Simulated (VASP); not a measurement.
# CdTe (rocksalt): gaps by functional in VASP

```cif
data_structure
_symmetry_space_group_name_H-M 'P 1'
_symmetry_Int_Tables_number 1
_cell_length_a 4.3054
_cell_length_b 4.3054
_cell_length_c 4.3054
_cell_angle_alpha 60.000
_cell_angle_beta 60.000
_cell_angle_gamma 60.000
_cell_volume 56.43
loop_
_atom_site_label
_atom_site_type_symbol
_atom_site_fract_x
_atom_site_fract_y
_atom_site_fract_z
_atom_site_occupancy
Cd1 Cd 0.00000 0.00000 0.00000 1
Te1 Te 0.50000 0.50000 0.50000 1
```

All runs share this cell. Band v is the last that the valence electrons fill when counted band by band, and c is the next. A negative gap between them is a band overlap, as in a metal.

| level | gap (eV) | least direct gap (eV) | pressure (GPa) |
| --- | --- | --- | --- |
| PBE | -1.34 | 0.82 | 1.0 |
| r²SCAN | -1.03 | 1.17 | 0.0 |
| LDA | -1.50 | 0.66 | -3.8 |
| PBEsol | -1.41 | 0.75 | -2.1 |
| PBE with spin–orbit coupling | -1.49 | 0.55 | – |
